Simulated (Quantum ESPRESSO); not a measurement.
TePt under changes of volume

One of the cells (22.651 Å³/atom); the others are scaled copies at fixed shape and fractional positions:

```
CELL_PARAMETERS angstrom
1.98157 1.14406 6.66103
-1.98157 1.14406 6.66103
0.00000 -2.28812 6.66103
ATOMIC_POSITIONS crystal
Pt 0.12967 0.12967 0.12967
Pt 0.87033 0.87033 0.87033
Te 0.40200 0.40200 0.40200
Te 0.59800 0.59800 0.59800
```

* Program: Quantum ESPRESSO 7.5
* Functional: LDA
* Potentials or basis: GBRV 1.5 LDA
* Cutoff: 612 eV
* Density cutoff: 4898 eV
* k mesh: 8 × 8 × 8
* Occupations: fermi-dirac, width 0.05 eV
* Spin: no spin polarisation

| volume (Å³/atom) | energy over the lowest point (meV/atom) | pressure (GPa) | largest force (eV/Å) |
| --- | --- | --- | --- |
| 21.292 | 27.56 | 8.2 | 1.101 |
| 21.745 | 9.05 | 4.5 | 0.768 |
| 22.198 | 0.24 | 1.3 | 0.509 |
| 22.651 | 0.00 | -1.5 | 0.476 |
| 23.104 | 7.34 | -4.0 | 0.444 |
| 23.557 | 21.39 | -6.2 | 0.412 |
| 24.010 | ? | ? | ? |

Task: What does the run at 24.010 Å³/atom give?

Result: Energy over the lowest point 41.29 meV/atom; pressure -8.2 GPa; largest force 0.496 eV/Å.

Worked out: A Birch-Murnaghan fit of order 3 (a polynomial in V^(-2/3)) to the other rows has its minimum at 22.44 Å³/atom with B0 = V·E''(V) = 141 GPa and B' = 5.1 at fixed shape and positions, which overstates the stiffness. It gives 41.36 meV/atom at 24.010 Å³/atom, against the run's 41.29, and -dE/dV = -8.0 GPa, against -8.2.

Energies are extrapolated to zero smearing.

Caveats: forces of over 1 eV/Å show positions far from the minimum, so gaps and moduli don't describe the material at rest (some runs).
